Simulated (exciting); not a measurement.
Two BSE runs for the F K edge of PbF2 (Fluorocronite), space group Fm-3m. Run A: exciting, all-electron LAPW+lo, PBEsol, exchange and screened direct term (singlet BSE), 5×5×5 shifted k points, 20 conduction bands, |G+q| up to 3 bohr⁻¹, full RPA screening with nempty = 43, Lorentzian half width 0.45 eV. Run B has a fault in its input.

Energy from the Kohn–Sham onset, core level to the lowest empty state found on the meshes used; one zero for both, scaled to A's maximum:

```tsv
E (eV)	A	B
-5.5	0.01	0.01
-5.0	0.02	0.01
-4.5	0.02	0.01
-4.0	0.02	0.02
-3.5	0.03	0.02
-3.0	0.04	0.03
-2.5	0.06	0.04
-2.0	0.11	0.06
-1.5	0.22	0.09
-1.0	0.59	0.20
-0.5	0.96	0.50
0.0	0.52	0.59
0.5	0.40	0.43
1.0	0.44	0.43
1.5	0.35	0.49
2.0	0.22	0.36
2.5	0.14	0.22
3.0	0.08	0.12
3.5	0.07	0.08
4.0	0.08	0.09
4.5	0.09	0.09
5.0	0.08	0.08
5.5	0.08	0.07
6.0	0.08	0.07
6.5	0.09	0.08
7.0	0.10	0.09
7.5	0.12	0.10
8.0	0.17	0.13
8.5	0.34	0.25
9.0	0.30	0.31
9.5	0.26	0.26
10.0	0.27	0.27
10.5	0.30	0.31
11.0	0.30	0.35
11.5	0.25	0.34
12.0	0.18	0.25
12.5	0.14	0.19
13.0	0.10	0.14
13.5	0.09	0.10
14.0	0.08	0.10
14.5	0.08	0.09
15.0	0.08	0.09
15.5	0.08	0.09
16.0	0.09	0.09
16.5	0.10	0.11
17.0	0.12	0.13
17.5	0.14	0.15
18.0	0.14	0.16
18.5	0.15	0.17
```

The database entry behind the starting cell differs from later determinations by our own check (0.1 to 0.3 % short, probably kX units), so it need not match the best structure at ambient conditions.

**Question.** What most likely went wrong in run B?

The cutoff of the kernels is far too low (cutoff of the kernels (bohr⁻¹) from 3 to 0.6). The spectrum differs from run A by 40 % r.m.s. The highest maximum lies at -0.2 eV (0.62), against -0.6 eV (1.00). The first bright state moves from -0.64 to -0.44 eV. The kernels miss the short-range part of the Coulomb interaction, its components above their cutoff. Other settings could leave a like mark; this is the change that was made.

[Banner, clock and machine lines of the logs are left out without a mark of their own.]

[Logs are printed without paths, hosts, clocks, repeated set-up lines and the standing remarks that a program may print on its own settings, such as how far it seeks lower states.]

[Hosts, paths, dates, database ids (printed as entryN), source tags and the programs' standing remarks are cut or masked in the printed files.]
